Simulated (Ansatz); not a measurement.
# Molybdenum, bcc under LDA: how the Fermi-Dirac smearing moves the result

A convergence test of the Fermi-Dirac smearing width. The geometry was relaxed under LDA beforehand and stays fixed; 6 values are run, from 0.01 to 1.0 eV. Wanted are the values from which on the energy stays within 10 and 1 meV/atom, and the pressure within 0.5 GPa, of the narrowest run. Within the series other settings stay, but some runs also write fields, which adds to their time. Spin polarisation is left out.

Program: Ansatz 0.2.0. Level of theory: DFT LDA, plane waves with PAW, scalar-relativistic. These are calculated values, not measurements.

### 1 The structure to begin with

Symmetry: Im-3m, No. 229, cubic system. The conventional cell has a = 3.113 Å, b = 3.113 Å, c = 3.113 Å, α = 90.00°, β = 90.00°, γ = 90.00°. Mo (site symmetry m-3m) has 8 Mo at 2.70 Å as nearest neighbours.

Coordinates:

```cif
data_structure
_symmetry_space_group_name_H-M 'P 1'
_symmetry_Int_Tables_number 1
_cell_length_a 2.6960
_cell_length_b 2.6960
_cell_length_c 2.6960
_cell_angle_alpha 109.471
_cell_angle_beta 109.471
_cell_angle_gamma 109.471
_cell_volume 15.09
loop_
_atom_site_label
_atom_site_type_symbol
_atom_site_fract_x
_atom_site_fract_y
_atom_site_fract_z
_atom_site_occupancy
Mo1 Mo 0.00000 0.00000 0.00000 1
```

### 2 Width 0.01 eV

The run at 0.01 eV.

The input, input.yaml:

```yaml
crystal:
  lattice:
    - [-1.5565618036, 1.5565618036, 1.5565618036]
    - [1.5565618036, -1.5565618036, 1.5565618036]
    - [1.5565618036, 1.5565618036, -1.5565618036]
  atoms:
    - { symbol: Mo, position: [0.0, 0.0, 0.0] }
hamiltonian:
  xc: lda
  pseudopotentials:
    kind: paw
    azcp:
      Mo: "pseudopotentials/Mo.paw.azcp"
basis:
  ecutwfc: 420
  fft_grid_basis: typed
kpoints:
  mp_grid: { grid: [14, 14, 14], shift: [0, 0, 0] }
magnetization:
  spin_polarized: false
scf:
  occupations: { method: fermi_dirac, width: 0.01 }
  lower_state_search: "off"
output:
  stress: true
  write_density: true
  write_potential: true
  elf: true
  volumetric_format: npy
```

Started as:

```
$ ansatz run input.yaml --threads 2 --pin off --max-ram 5120MiB --backend cpu --events-out ev --progress --plain --runs-dir out
```

Output, cut to the lines that bear on the results:

```text
Warning: <dir> the record states the generating functional pbe (its physics header spells it `PBE`), which answers neither for hamiltonian.xc's functional nor for the lda family's — results may be inconsistent (PPs are generated against a specific XC)
Warning: RAYON_NUM_THREADS=2 ignored (pool sized by the plan → 2); use --threads N
[...]
Pseudopotentials: kind: paw
Pseudopotential: Mo, paw, valence charge 14, recommended cutoff 420 eV (normal), <dir>
Functional definition: SPW92
[...]
Crystal: 1 atoms, lattice volume = 15.085 Å³
Basis set: ecut = 420 eV, 321 PW (Γ)
Bands: 11, of which v1, the nominal top of the filled ones, is band 7 counted from 1 (6 counted from 0)
Symmetry: 48 space group operations
Space group: Im-3m (ITA 229), of the structure as read, at distance tolerance 2.5e-5 Å
k-points: 104 of 2744
[...]
SCF iter   1: F=—  HF=-4842.843748 eV  |F-HF|=—  |Δ(HF+E_count)|=         —  Δρ=8.46e-3  dr2=2.99e-3  ethr=1.77e-3  ⟨swp⟩=5.7  Hψ=6822  notcnv=0
[...]
SCF iter   6: F=-4842.842827 eV  HF=-4842.842827 eV  |F-HF|=4.17e-9  |Δ(HF+E_count)|=   3.60e-8  Δρ=1.01e-5  dr2=5.37e-9  ethr=5.93e-10  ⟨swp⟩=5.3  Hψ=6018  notcnv=0
[...]
SCF converged after 6 iterations
Free energy (F): -4842.842827 eV
[...]
E sigma→0 (E₀):  -4842.842587 eV
Entropy (-TS):   -0.000481 eV (-0.481 meV/atom)
Fermi energy:    21.754866 eV
[...]
--- Stress (GPa, compression-positive) ---
        0.124714       0.000000      -0.000000
        0.000000       0.124714      -0.000000
       -0.000000      -0.000000       0.124714
  P = ⅓ Tr σ = 0.1247 GPa (1.247 kbar)
--- Band table (eV; the first three rows and the last of 104) ---
  k-point 0: bands = ["-39.4638", "-12.6854", "-12.6854", "-12.6854", "14.3445", "20.2514", "20.2514", "20.2514", "23.3866", "23.3866", "36.4688"]
[...]
```

Run time: 0.96 s. Hardware: 2 threads of Arm Neoverse V1, shared host; peak memory 0.27 GiB.

### 3 Width 0.03 eV

The run at 0.03 eV.

Edit input.yaml of step 2 so:

```diff
@@ -21,3 +21,3 @@
 scf:
-  occupations: { method: fermi_dirac, width: 0.01 }
+  occupations: { method: fermi_dirac, width: 0.03 }
   lower_state_search: "off"
@@ -25,5 +25 @@
   stress: true
-  write_density: true
-  write_potential: true
-  elf: true
-  volumetric_format: npy
```

Started as:

```
$ ansatz run input.yaml --threads 2 --pin off --max-ram 5120MiB --backend cpu --events-out ev --progress --plain --runs-dir out
```

Output, cut to the lines that bear on the results:

```text
Warning: <dir> the record states the generating functional pbe (its physics header spells it `PBE`), which answers neither for hamiltonian.xc's functional nor for the lda family's — results may be inconsistent (PPs are generated against a specific XC)
Warning: RAYON_NUM_THREADS=2 ignored (pool sized by the plan → 2); use --threads N
[...]
[... 3 set-up lines as earlier in the session ...]
[...]
Crystal: 1 atoms, lattice volume = 15.085 Å³
Basis set: ecut = 420 eV, 321 PW (Γ)
Bands: 11, of which v1, the nominal top of the filled ones, is band 7 counted from 1 (6 counted from 0)
[... 2 set-up lines as earlier in the session ...]
k-points: 104 of 2744
[...]
SCF iter   1: F=—  HF=-4842.845591 eV  |F-HF|=—  |Δ(HF+E_count)|=         —  Δρ=8.41e-3  dr2=2.97e-3  ethr=1.77e-3  ⟨swp⟩=5.2  Hψ=6823  notcnv=0
[...]
SCF iter   6: F=-4842.844636 eV  HF=-4842.844636 eV  |F-HF|=5.06e-9  |Δ(HF+E_count)|=   4.16e-8  Δρ=1.08e-5  dr2=6.36e-9  ethr=6.77e-10  ⟨swp⟩=2.1  Hψ=4084  notcnv=0
[...]
SCF converged after 6 iterations
Free energy (F): -4842.844636 eV
[...]
E sigma→0 (E₀):  -4842.842651 eV
Entropy (-TS):   -0.003970 eV (-3.970 meV/atom)
Fermi energy:    21.751177 eV
[...]
--- Stress (GPa, compression-positive) ---
        0.159701      -0.000000      -0.000000
        0.000000       0.159701      -0.000000
       -0.000000      -0.000000       0.159701
  P = ⅓ Tr σ = 0.1597 GPa (1.597 kbar)
```

Run time: 0.73 s. Hardware: 2 threads of Arm Neoverse V1, shared host; peak memory 0.26 GiB.

### 4 Width 0.2 eV

The run at 0.2 eV.

Edit input.yaml of step 3 so:

```diff
@@ -21,3 +21,3 @@
 scf:
-  occupations: { method: fermi_dirac, width: 0.03 }
+  occupations: { method: fermi_dirac, width: 0.2 }
   lower_state_search: "off"
```

Started as:

```
$ ansatz run input.yaml --threads 2 --pin off --max-ram 5120MiB --backend cpu --events-out ev --progress --plain --runs-dir out
```

Output, cut to the lines that bear on the results:

```text
Warning: <dir> the record states the generating functional pbe (its physics header spells it `PBE`), which answers neither for hamiltonian.xc's functional nor for the lda family's — results may be inconsistent (PPs are generated against a specific XC)
Warning: RAYON_NUM_THREADS=2 ignored (pool sized by the plan → 2); use --threads N
[...]
[... 3 set-up lines as earlier in the session ...]
[...]
Crystal: 1 atoms, lattice volume = 15.085 Å³
Basis set: ecut = 420 eV, 321 PW (Γ)
Bands: 11, of which v1, the nominal top of the filled ones, is band 7 counted from 1 (6 counted from 0)
[... 2 set-up lines as earlier in the session ...]
k-points: 104 of 2744
[...]
SCF iter   1: F=—  HF=-4842.899161 eV  |F-HF|=—  |Δ(HF+E_count)|=         —  Δρ=7.59e-3  dr2=1.91e-3  ethr=1.77e-3  ⟨swp⟩=5.0  Hψ=6210  notcnv=0
[...]
SCF iter   6: F=-4842.898742 eV  HF=-4842.898742 eV  |F-HF|=1.79e-8  |Δ(HF+E_count)|=   9.75e-8  Δρ=2.08e-5  dr2=2.33e-8  ethr=7.14e-10  ⟨swp⟩=4.0  Hψ=3639  notcnv=0
[...]
SCF converged after 6 iterations
Free energy (F): -4842.898742 eV
[...]
E sigma→0 (E₀):  -4842.850860 eV
Entropy (-TS):   -0.095765 eV (-95.765 meV/atom)
Fermi energy:    21.697099 eV
[...]
--- Stress (GPa, compression-positive) ---
        0.017430       0.000000      -0.000000
        0.000000       0.017430       0.000000
        0.000000      -0.000000       0.017430
  P = ⅓ Tr σ = 0.0174 GPa (0.174 kbar)
```

It took 0.7 s on 2 threads of Arm Neoverse V1, shared host; peak memory 0.26 GiB.

### 5 Width 0.3 eV

The run at 0.3 eV.

Edit input.yaml of step 4 so:

```diff
@@ -21,3 +21,3 @@
 scf:
-  occupations: { method: fermi_dirac, width: 0.2 }
+  occupations: { method: fermi_dirac, width: 0.3 }
   lower_state_search: "off"
```

Started as:

```
$ ansatz run input.yaml --threads 2 --pin off --max-ram 5120MiB --backend cpu --events-out ev --progress --plain --runs-dir out
```

Output, cut to the lines that bear on the results:

```text
Warning: <dir> the record states the generating functional pbe (its physics header spells it `PBE`), which answers neither for hamiltonian.xc's functional nor for the lda family's — results may be inconsistent (PPs are generated against a specific XC)
Warning: RAYON_NUM_THREADS=2 ignored (pool sized by the plan → 2); use --threads N
[...]
[... 3 set-up lines as earlier in the session ...]
[...]
Crystal: 1 atoms, lattice volume = 15.085 Å³
Basis set: ecut = 420 eV, 321 PW (Γ)
Bands: 11, of which v1, the nominal top of the filled ones, is band 7 counted from 1 (6 counted from 0)
[... 2 set-up lines as earlier in the session ...]
k-points: 104 of 2744
[...]
SCF iter   1: F=—  HF=-4842.958585 eV  |F-HF|=—  |Δ(HF+E_count)|=         —  Δρ=7.59e-3  dr2=1.84e-3  ethr=1.77e-3  ⟨swp⟩=4.9  Hψ=6086  notcnv=0
[...]
SCF iter   6: F=-4842.958242 eV  HF=-4842.958242 eV  |F-HF|=1.32e-10  |Δ(HF+E_count)|=   2.01e-9  Δρ=2.24e-6  dr2=2.18e-10  ethr=5.55e-11  ⟨swp⟩=1.8  Hψ=3541  notcnv=0
[...]
SCF converged after 6 iterations
Free energy (F): -4842.958242 eV
[...]
E sigma→0 (E₀):  -4842.849842 eV
Entropy (-TS):   -0.216800 eV (-216.800 meV/atom)
Fermi energy:    21.658311 eV
[...]
--- Stress (GPa, compression-positive) ---
        0.439130       0.000000      -0.000000
       -0.000000       0.439130       0.000000
       -0.000000      -0.000000       0.439130
  P = ⅓ Tr σ = 0.4391 GPa (4.391 kbar)
```

Run time: 0.71 s. Hardware: 2 threads of Arm Neoverse V1, shared host; peak memory 0.26 GiB.

### 6 Width 0.6 eV

The run at 0.6 eV.

Edit input.yaml of step 5 so:

```diff
@@ -21,3 +21,3 @@
 scf:
-  occupations: { method: fermi_dirac, width: 0.3 }
+  occupations: { method: fermi_dirac, width: 0.6 }
   lower_state_search: "off"
```

Started as:

```
$ ansatz run input.yaml --threads 2 --pin off --max-ram 5120MiB --backend cpu --events-out ev --progress --plain --runs-dir out
```

Output, cut to the lines that bear on the results:

```text
Warning: <dir> the record states the generating functional pbe (its physics header spells it `PBE`), which answers neither for hamiltonian.xc's functional nor for the lda family's — results may be inconsistent (PPs are generated against a specific XC)
Warning: RAYON_NUM_THREADS=2 ignored (pool sized by the plan → 2); use --threads N
band count auto-derived: 12 (N_el = 14.0; filled up to band 7; 11 by the electrons, moments and atoms)
[...]
[... 3 set-up lines as earlier in the session ...]
[...]
Crystal: 1 atoms, lattice volume = 15.085 Å³
Basis set: ecut = 420 eV, 321 PW (Γ)
Bands: 12, of which v1, the nominal top of the filled ones, is band 7 counted from 1 (6 counted from 0)
[... 2 set-up lines as earlier in the session ...]
k-points: 104 of 2744
[...]
SCF iter   1: F=—  HF=-4843.324629 eV  |F-HF|=—  |Δ(HF+E_count)|=         —  Δρ=1.06e-2  dr2=6.93e-3  ethr=1.77e-3  ⟨swp⟩=4.8  Hψ=6443  notcnv=0
[...]
SCF iter   6: F=-4843.322769 eV  HF=-4843.322769 eV  |F-HF|=1.70e-9  |Δ(HF+E_count)|=   1.68e-8  Δρ=5.19e-6  dr2=1.99e-9  ethr=2.74e-10  ⟨swp⟩=2.0  Hψ=4545  notcnv=0
[...]
SCF converged after 6 iterations
Free energy (F): -4843.322769 eV
[...]
E sigma→0 (E₀):  -4842.795878 eV
Entropy (-TS):   -1.053781 eV (-1053.781 meV/atom)
Fermi energy:    21.615516 eV
[...]
--- Stress (GPa, compression-positive) ---
        5.461653      -0.000000      -0.000000
       -0.000000       5.461653      -0.000000
        0.000000       0.000000       5.461653
  P = ⅓ Tr σ = 5.4617 GPa (54.617 kbar)
```

Run time: 0.74 s. Hardware: 2 threads of Arm Neoverse V1, shared host; peak memory 0.26 GiB.

### 7 Width 1.0 eV

The run at 1.0 eV.

Edit input.yaml of step 6 so:

```diff
@@ -21,3 +21,3 @@
 scf:
-  occupations: { method: fermi_dirac, width: 0.6 }
+  occupations: { method: fermi_dirac, width: 1.0 }
   lower_state_search: "off"
```

Started as:

```
$ ansatz run input.yaml --threads 2 --pin off --max-ram 5120MiB --backend cpu --events-out ev --progress --plain --runs-dir out
```

Output, cut to the lines that bear on the results:

```text
Warning: <dir> the record states the generating functional pbe (its physics header spells it `PBE`), which answers neither for hamiltonian.xc's functional nor for the lda family's — results may be inconsistent (PPs are generated against a specific XC)
Warning: RAYON_NUM_THREADS=2 ignored (pool sized by the plan → 2); use --threads N
band count auto-derived: 14 (N_el = 14.0; filled up to band 7; 11 by the electrons, moments and atoms)
[...]
[... 3 set-up lines as earlier in the session ...]
[...]
Crystal: 1 atoms, lattice volume = 15.085 Å³
Basis set: ecut = 420 eV, 321 PW (Γ)
Bands: 14, of which v1, the nominal top of the filled ones, is band 7 counted from 1 (6 counted from 0)
[... 2 set-up lines as earlier in the session ...]
k-points: 104 of 2744
[...]
SCF iter   1: F=—  HF=-4844.334908 eV  |F-HF|=—  |Δ(HF+E_count)|=         —  Δρ=2.08e-2  dr2=4.15e-2  ethr=1.77e-3  ⟨swp⟩=4.6  Hψ=7056  notcnv=0
[...]
SCF iter   6: F=-4844.321142 eV  HF=-4844.321142 eV  |F-HF|=2.75e-10  |Δ(HF+E_count)|=   8.36e-9  Δρ=1.88e-6  dr2=4.08e-10  ethr=1.68e-10  ⟨swp⟩=1.7  Hψ=4622  notcnv=0
[...]
SCF converged after 6 iterations
Free energy (F): -4844.321142 eV
[...]
E sigma→0 (E₀):  -4842.720437 eV
Entropy (-TS):   -3.201410 eV (-3201.410 meV/atom)
Fermi energy:    21.664412 eV
[...]
--- Stress (GPa, compression-positive) ---
       19.408844      -0.000000      -0.000000
        0.000000      19.408844      -0.000000
        0.000000       0.000000      19.408844
  P = ⅓ Tr σ = 19.4088 GPa (194.088 kbar)
```

It took 0.77 s on 2 threads of Arm Neoverse V1, shared host; peak memory 0.27 GiB.

### 8 The series

Differences are taken from the run at 0.01 eV.

```tsv
smearing (eV)	F (meV/atom)	E(σ → 0) (meV/atom)	P (GPa)	SCF cycles	CPU time
0.01	0.00	0.00	0.12	6	1.7 s
0.03	-1.81	-0.06	0.16	6	1.3 s
0.2	-55.91	-8.27	0.02	6	1.2 s
0.3	-115.41	-7.25	0.44	6	1.2 s
0.6	-479.94	46.71	5.46	6	1.3 s
1.0	-1478.31	122.15	19.41	6	1.3 s
```

### 9 Outcome

| quantity | value |
| --- | --- |
| E(σ → 0) stays within 10 meV/atom of 0.01 eV | up to 0.3 eV |
| E(σ → 0) stays within 1 meV/atom | up to 0.03 eV |
| pressure stays within 0.5 GPa | up to 0.3 eV |
| pressure at 0.01 eV | 0.12 GPa |
| energy of a separate run on a finer mesh (23×23×23) | -18.8 meV/atom from 0.01 eV |

**Reading.** The far end, 1.0 eV, lies +122.2 meV/atom and +19.3 GPa from the yardstick. Over the range F shifts by -1478.3 meV/atom, while E(σ → 0) shifts by +122.2. In theory F falls as the square of the width under this scheme, but here the ratio is not steady: the mesh at narrow widths, or a density of states that varies over the wide ones, can both cause that. The mesh (14×14×14) is fixed, so the narrowest widths carry a k-point error of their own. The yardstick itself is unsettled by 18.8 meV/atom against the finer mesh, so the thresholds above hold only within this series, and wider smearing, which averages over more states, can land nearer the fine-mesh value than the narrowest does. The cell taken over is 3 % smaller than the measured one (15.59 Å³/atom, COD).
